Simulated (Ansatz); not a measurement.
Energy, volume and coordination in Mo3H

Theory: DFT PBE, scalar-relativistic, plane waves, PAW (Ansatz 0.2.0). All cells share a 420 eV cutoff and Γ-centred k meshes spaced at most about 0.3 Å⁻¹ (about 0.25 or finer for metals, 2π included). No spin polarisation.

Temperature and zero-point effects are left out. Rows are sorted by volume; energies count from the lowest form computed. Coordination counts Mo atoms around H (those within 1.25 times the shortest such distance or 1.15 times the sum of covalent radii, 1.27 where that leaves under three; a plus sign parts nearer from farther groups; the shortest distance is added where it exceeds 1.18 times the sum of covalent radii).

```tsv
row	form	source	atoms	coordination	V (Å³/atom)	gap on mesh (eV)	ΔE (meV/atom)
1	C2/m	invented	4	H 6	12.4	0	0
2	P-3m1	invented	4	H 6	12.5	0	143
3	I4/mmm	invented	4	H 2+4	12.5	0	?
4	P6_322	invented	8	H 6	12.6	0	153
5	I-4m2	invented	4	H 4	12.6	0	53
6	Cu3Au (L1_2) type, Pm-3m	invented	4	H 12 from 2.7 Å	13.7	0	824
7	P4/mmm	invented	4	H 4	14.0	0	489
```

The cell of row 3:

```
H Mo
1.0
    -1.56303    1.56303    5.13641
     1.56303   -1.56303    5.13641
     1.56303    1.56303   -5.13641
H Mo
1 3
Direct
  0.50000 0.50000 0.00000
  0.68073 0.68073 0.00000
  0.31927 0.31927 0.00000
  0.00000 0.00000 0.00000
```

Question: How far above the lowest form does the open row lie?

Answer: 67 meV/atom, which puts it above row 5 and below row 2. Counting Mo atoms around H, row 3 has H 2+4 and the lowest form (row 1) has H 6.

An observed structure of this formula, if there is one, may be missing.

For metals, differences of a few meV/atom aren't resolved. With hydrogen, zero-point motion can shift such differences by 10 meV/atom or more. Cells relaxed within their symmetry can be saddle points. Some candidate types were left out of the draw beforehand, so a known form may be missing.
